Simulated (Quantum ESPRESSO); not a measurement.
# Pt (Fm-3m) in Quantum ESPRESSO: a series of runs, part 2 of 3

Quantum ESPRESSO 7.5. Earlier steps stand in the parts before.

### 3 Phonons, PBE

Input file pw.in:

```
&CONTROL
  calculation = 'scf'
  prefix = 'pwscf'
  outdir = './tmp'
  pseudo_dir = './pseudo'
  tprnfor = .true.
  tstress = .true.
  disk_io = 'low'
/
&SYSTEM
  ibrav = 0
  nat = 1
  ntyp = 1
  ecutwfc = 36
  ecutrho = 216
  nbnd = 10
  occupations = 'smearing'
  smearing = 'gaussian'
  degauss = 0.00999582
/
&ELECTRONS
  conv_thr = 2d-10
  electron_maxstep = 120
  mixing_beta = 0.5
/
ATOMIC_SPECIES
Pt   195.0840 Pt.GGA_PBE-JTH.UPF
CELL_PARAMETERS angstrom
   0.0000000000    1.9609000000    1.9609000000
   1.9609000000    0.0000000000    1.9609000000
   1.9609000000    1.9609000000    0.0000000000
ATOMIC_POSITIONS crystal
Pt     0.0000000000    0.0000000000    0.0000000000
K_POINTS automatic
12 12 12 0 0 0
```

Input file relax.in:

```
&CONTROL
  calculation = 'vc-relax'
  prefix = 'pwscf'
  outdir = './tmp'
  pseudo_dir = './pseudo'
  tprnfor = .true.
  tstress = .true.
  disk_io = 'low'
  nstep = 40
  forc_conv_thr = 0.0001
  etot_conv_thr = 1d-06
/
&SYSTEM
  ibrav = 0
  nat = 1
  ntyp = 1
  ecutwfc = 36
  ecutrho = 216
  nbnd = 10
  occupations = 'smearing'
  smearing = 'gaussian'
  degauss = 0.00999582
/
&ELECTRONS
  conv_thr = 2d-10
  electron_maxstep = 120
  mixing_beta = 0.5
/
&IONS
  ion_dynamics = 'bfgs'
/
&CELL
  cell_dynamics = 'bfgs'
  press = 0
  press_conv_thr = 0.2
/
ATOMIC_SPECIES
Pt   195.0840 Pt.GGA_PBE-JTH.UPF
CELL_PARAMETERS angstrom
   0.0000000000    1.9609000000    1.9609000000
   1.9609000000    0.0000000000    1.9609000000
   1.9609000000    1.9609000000    0.0000000000
ATOMIC_POSITIONS crystal
Pt     0.0000000000    0.0000000000    0.0000000000
K_POINTS automatic
12 12 12 0 0 0
```

Input file scf2.in:

```
&CONTROL
  calculation = 'scf'
  prefix = 'pwscf'
  outdir = './tmp'
  pseudo_dir = './pseudo'
  tprnfor = .true.
  tstress = .true.
  disk_io = 'low'
/
&SYSTEM
  ibrav = 0
  nat = 1
  ntyp = 1
  ecutwfc = 36
  ecutrho = 216
  nbnd = 10
  occupations = 'smearing'
  smearing = 'gaussian'
  degauss = 0.00999582
/
&ELECTRONS
  conv_thr = 1d-13
  electron_maxstep = 120
  mixing_beta = 0.5
  startingpot = 'file'
  startingwfc = 'file'
/
ATOMIC_SPECIES
Pt   195.0840 Pt.GGA_PBE-JTH.UPF
CELL_PARAMETERS angstrom
   0.0000000000    1.9858489612    1.9858489612
   1.9858489612    0.0000000000    1.9858489612
   1.9858489612    1.9858489612    0.0000000000
ATOMIC_POSITIONS crystal
Pt     0.0000000000    0.0000000000    0.0000000000
K_POINTS automatic
12 12 12 0 0 0
```

Input file ph.in:

```
phonons of Pt
&INPUTPH
  prefix = 'pwscf'
  outdir = './tmp'
  tr2_ph = 1d-16
  fildyn = 'dyn'
  niter_ph = 60
  alpha_mix(1) = 0.4
/
0.3535533906 0.3535533906 0.3535533906
```

Potentials or basis: JTH 2.0 PBE.

Started as:

```bash
$ OMP_NUM_THREADS=1 pw.x -in pw.in > pw.out
$ OMP_NUM_THREADS=1 pw.x -in relax.in > relax.out
$ OMP_NUM_THREADS=1 pw.x -in scf2.in > scf2.out
$ OMP_NUM_THREADS=1 ph.x -in ph.in > ph.out
```

pw.out:

```text
This program is part of the open-source Quantum ESPRESSO suite
     for quantum simulation of materials; please cite
         "P. Giannozzi et al., J. Phys.:Condens. Matter 21 395502 (2009);
         "P. Giannozzi et al., J. Phys.:Condens. Matter 29 465901 (2017);
         "P. Giannozzi et al., J. Chem. Phys. 152 154105 (2020);
     in publications or presentations arising from this work. More details at

     file Pt.GGA_PBE-JTH.UPF: wavefunction(s)  6S 0S 6P 0P 5D 0D renormalized
     Message from routine setup:
     using ibrav=0 with symmetry is DISCOURAGED, use correct ibrav instead

     G-vector sticks info
     --------------------
     sticks:   dense  smooth     PW     G-vecs:    dense   smooth      PW
     Sum         421     271     91                 5577     2975     609

     Using Slab Decomposition

     bravais-lattice index     =            0
     lattice parameter (alat)  =       5.2405  a.u.
     unit-cell volume          =     101.7637 (a.u.)^3
     number of atoms/cell      =            1
     number of atomic types    =            1
     number of electrons       =        10.00
     number of Kohn-Sham states=           10
     kinetic-energy cutoff     =      36.0000  Ry
     charge density cutoff     =     216.0000  Ry
     scf convergence threshold =      2.0E-10
     mixing beta               =       0.5000
     number of iterations used =            8  plain     mixing
     Exchange-correlation= SLA PW PBX PBC
                           (   1   4   3   4   0   0   0)

     celldm(1)=   5.240459  celldm(2)=   0.000000  celldm(3)=   0.000000
     celldm(4)=   0.000000  celldm(5)=   0.000000  celldm(6)=   0.000000

     crystal axes: (cart. coord. in units of alat)
               a(1) = (   0.000000   0.707107   0.707107 )
               a(2) = (   0.707107   0.000000   0.707107 )
               a(3) = (   0.707107   0.707107   0.000000 )

     reciprocal axes: (cart. coord. in units 2 pi/alat)
               b(1) = ( -0.707107  0.707107  0.707107 )
               b(2) = (  0.707107 -0.707107  0.707107 )
               b(3) = (  0.707107  0.707107 -0.707107 )

     PseudoPot. # 1 for Pt read from file:
     Pt.GGA_PBE-JTH.UPF
     Pseudo is Projector augmented-wave + core cor, Zval = 10.0
     Generated using ATOMPAW code
     Shape of augmentation charge: SINC**2
     Using radial grid of 1126 points,  6 beta functions with:
                l(1) =   0
                l(2) =   0
                l(3) =   1
                l(4) =   1
                l(5) =   2
                l(6) =   2
     Q(r) pseudized with 0 coefficients

     atomic species   valence    mass     pseudopotential
     Pt               10.00   195.08400     Pt( 1.00)

     48 Sym. Ops., with inversion, found

   Cartesian axes

     site n.     atom                  positions (alat units)
         1        Pt     tau(   1) = (   0.0000000   0.0000000   0.0000000  )

     number of k points=    72  Gaussian smearing, width (Ry)=  0.0100
                       cart. coord. in units 2pi/alat
        k(    1) = (   0.0000000   0.0000000   0.0000000), wk =   0.0011574
        k(    2) = (   0.0589256   0.0589256  -0.0589256), wk =   0.0092593
        k(    3) = (   0.1178511   0.1178511  -0.1178511), wk =   0.0092593
        k(    4) = (   0.1767767   0.1767767  -0.1767767), wk =   0.0092593
        k(    5) = (   0.2357023   0.2357023  -0.2357023), wk =   0.0092593
        k(    6) = (   0.2946278   0.2946278  -0.2946278), wk =   0.0092593
[... 64 lines left out ...]
        k(   71) = (  -0.7071068   0.2357023   0.0000000), wk =   0.0138889
        k(   72) = (  -0.7071068   0.3535534   0.0000000), wk =   0.0069444

     Dense  grid:     5577 G-vectors     FFT dimensions: (  25,  25,  25)

     Smooth grid:     2975 G-vectors     FFT dimensions: (  24,  24,  24)

     Initial potential from superposition of free atoms

     starting charge       9.9998, renormalised to      10.0000
     Starting wfcs are   18 randomized atomic wfcs

     Self-consistent Calculation

     iteration #  1     ecut=    36.00 Ry     beta= 0.50
     Davidson diagonalization with overlap
     ethr =  1.00E-02,  avg # of iterations =  5.8

     Threshold (ethr) on eigenvalues was too large:
     Diagonalizing with lowered threshold

     Davidson diagonalization with overlap
     ethr =  6.48E-04,  avg # of iterations =  3.2

     total energy              =    -747.28394829 Ry
     estimated scf accuracy    <       0.06722609 Ry
[... 5 lines left out ...]
     total energy              =    -747.29753874 Ry
     estimated scf accuracy    <       0.00053488 Ry

     iteration #  3     ecut=    36.00 Ry     beta= 0.50
     Davidson diagonalization with overlap
     c_bands:  1 eigenvalues not converged
     ethr =  5.35E-06,  avg # of iterations =  9.2

     total energy              =    -747.29991774 Ry
     estimated scf accuracy    <       0.00024970 Ry

     iteration #  4     ecut=    36.00 Ry     beta= 0.50
     Davidson diagonalization with overlap
     ethr =  2.50E-06,  avg # of iterations =  1.6
[... 60 lines left out ...]
     iteration # 13     ecut=    36.00 Ry     beta= 0.50
     Davidson diagonalization with overlap
     ethr =  5.11E-12,  avg # of iterations =  4.2

     End of self-consistent calculation

          k = 0.0000 0.0000 0.0000 (   339 PWs)   bands (ev):

     7.6095  14.0507  14.0507  14.0507  16.2065  16.2065  33.2555  38.1917
    38.1917  38.1917

          k = 0.0589 0.0589-0.0589 (   354 PWs)   bands (ev):
[... 121 lines left out ...]
    11.0870  13.3077  14.0300  14.9433  15.8998  18.4344  29.6561  33.4506
    36.2469  40.2169

          k = 0.0000-0.2357 0.2357 (   371 PWs)   bands (ev):

    10.1620  13.1952  14.3574  15.0611  15.3556  17.3929  32.1418  34.5080
    38.0841  38.2777

          k = 0.3536 0.0000 0.0000 (   351 PWs)   bands (ev):

    10.3624  12.4675  14.8396  15.7108  15.7108  16.9773  35.1589  35.1589
    35.7050  37.3590

          k = 0.4125 0.0589-0.0589 (   361 PWs)   bands (ev):
[... 21 lines left out ...]
    12.0832  13.2064  13.8705  15.3511  16.8570  20.9688  26.4773  30.0230
    36.1167  36.8947

          k = 0.0000-0.3536 0.3536 (   373 PWs)   bands (ev):

    12.0017  13.2052  13.5993  15.2802  16.1159  19.7040  28.6928  30.8446
    36.0708  39.2902

          k = 0.4714 0.0000-0.0000 (   355 PWs)   bands (ev):
[... 31 lines left out ...]
    10.9254  11.3767  17.1367  17.5562  18.2010  20.3649  26.8603  29.4019
    30.0637  38.4233

          k = 0.0000-0.5893 0.5893 (   371 PWs)   bands (ev):

    11.1972  11.7390  16.0588  17.1405  18.0286  22.6163  25.1419  28.5001
    31.0094  38.8080

          k =-0.7071 0.0000 0.0000 (   388 PWs)   bands (ev):

    10.7570  11.2161  17.8426  18.3302  18.3302  19.6387  26.7101  29.4421
    29.4421  37.9693

          k = 0.2357 0.1179 0.0000 (   362 PWs)   bands (ev):

     9.3198  13.2429  14.5691  14.8230  15.5258  16.6866  34.0927  35.2441
    37.5507  39.1567

          k = 0.2946 0.1768-0.0589 (   370 PWs)   bands (ev):
[... 16 lines left out ...]
    11.1377  13.4897  14.5323  15.2362  17.7574  20.6432  23.4828  33.4609
    34.9351  36.8754

          k = 0.3536 0.1179 0.0000 (   364 PWs)   bands (ev):

    10.6294  12.5924  14.3229  15.7068  15.9251  17.3501  32.7633  34.3835
    36.3087  38.0702

          k = 0.4125 0.1768-0.0589 (   371 PWs)   bands (ev):
[... 21 lines left out ...]
    11.8846  13.3247  13.4048  15.3718  16.6077  19.7179  27.8536  31.6659
    35.1367  39.3056

          k = 0.0000-0.2357 0.3536 (   370 PWs)   bands (ev):

    11.3044  12.9037  13.8481  15.5602  15.7704  18.4631  30.4024  32.8097
    36.0726  39.5265

          k = 0.4714 0.1179-0.0000 (   369 PWs)   bands (ev):
[... 36 lines left out ...]
    11.7365  12.4160  14.6658  16.3637  17.8747  23.9181  24.7407  27.8269
    31.7845  39.2100

          k =-0.7071 0.1179-0.0000 (   370 PWs)   bands (ev):

    11.0279  11.4514  16.6894  17.4401  18.3312  21.4748  26.0897  29.0894
    29.6913  39.2673

          k =-0.2357-0.4714 0.7071 (   376 PWs)   bands (ev):
[... 21 lines left out ...]
    12.1072  12.6832  13.8947  16.0623  18.0940  23.9057  25.3229  27.9906
    30.6429  41.0984

          k = 0.0000-0.3536 0.5893 (   378 PWs)   bands (ev):

    12.3793  13.0478  13.3038  15.9268  17.8506  23.0581  26.9281  27.0810
    31.4900  40.8205

          k =-0.7071 0.2357 0.0000 (   374 PWs)   bands (ev):

    11.7046  12.1473  14.8210  16.4705  18.3330  23.8816  25.2999  27.9788
    29.8694  41.7448

          k =-0.7071 0.3536 0.0000 (   380 PWs)   bands (ev):

    12.1716  13.2832  13.2832  15.8461  18.3339  25.0241  26.1540  26.1540
    29.8917  43.1352

     the Fermi energy is    17.8555 ev

!    total energy              =    -747.29979467 Ry
     total all-electron energy =      -747.299795 Ry
     estimated scf accuracy    <          1.2E-10 Ry
     smearing contrib. (-TS)   =      -0.00127107 Ry
     internal energy E=F+TS    =    -747.29852360 Ry

     The total energy is F=E-TS. E is the sum of the following terms:
     one-electron contribution =      18.96757103 Ry
     hartree contribution      =       4.06764481 Ry
     xc contribution           =      -9.93934194 Ry
     ewald contribution        =     -61.86456545 Ry
     one-center paw contrib.   =    -698.52983205 Ry

     convergence has been achieved in  13 iterations

     Forces acting on atoms (cartesian axes, Ry/au):

     atom    1 type  1   force =     0.00000000    0.00000000    0.00000000

     Total force =     0.000000     Total SCF correction =     0.000000

     Computing stress (Cartesian axis) and pressure

          total   stress  (Ry/bohr**3)                   (kbar)     P=      104.25
   0.00070865   0.00000000   0.00000000          104.25        0.00        0.00
   0.00000000   0.00070865   0.00000000            0.00      104.25        0.00
   0.00000000   0.00000000   0.00070865            0.00        0.00      104.25

=------------------------------------------------------------------------------=
   JOB DONE.
=------------------------------------------------------------------------------=
```

Run time: 2.6 min. Hardware: 1 thread of Arm Neoverse V2, shared host; peak memory 0.1 GiB.

Results:

* Free energy: -10167.5512 eV
* Relaxed volume: 15.66 Å³/atom
* Relaxed cell: a = 2.808 Å, b = 2.808 Å, c = 2.808 Å, α = 60.00°, β = 60.00°, γ = 60.00°
* Space group after relaxing (to 0.05 Å): Fm-3m (No. 225)
* Pressure after relaxing: -0.1 GPa
* Band gap on the k mesh: none (metal or under the smearing width)
* Highest phonon frequency at the q point run: 186 cm⁻¹

Step by step:
| step | energy change (eV) | largest force (eV/Å) | pressure (GPa) | volume (Å³) |
| --- | --- | --- | --- | --- |
| 1 | 0.0000 | 0.0000 | 10.42 | 15.08 |
| 2 | -0.0156 | 0.0000 | -3.51 | 15.90 |
| 3 | -0.0182 | 0.0000 | -0.31 | 15.68 |
| 4 | -0.0182 | 0.0000 | 0.01 | 15.66 |
| 5 | -0.0182 | 0.0000 | 0.00 | 15.66 |

Final structure:
```
Pt
1.0
     0.00000    1.98585    1.98585
     1.98585    0.00000    1.98585
     1.98585    1.98585    0.00000
Pt
1
Direct
  0.00000 0.00000 0.00000
```

Phonon frequencies in cm⁻¹ (negative: imaginary):
```
              q point  frequencies
(0.500, 0.500, 0.500)    89 89 186
```

Phonon modes at q = (0.500, 0.500, 0.500) in reciprocal lattice units:
| mode | symmetry | cm⁻¹ |
| --- | --- | --- |
| 1 | E_u | 89 |
| 2 | E_u | 89 |
| 3 | A_2u | 186 |

Caveat: the cutoff is low for these files, which shifts pressure and relaxed volume.

(Part 2 of 3 ends here.)
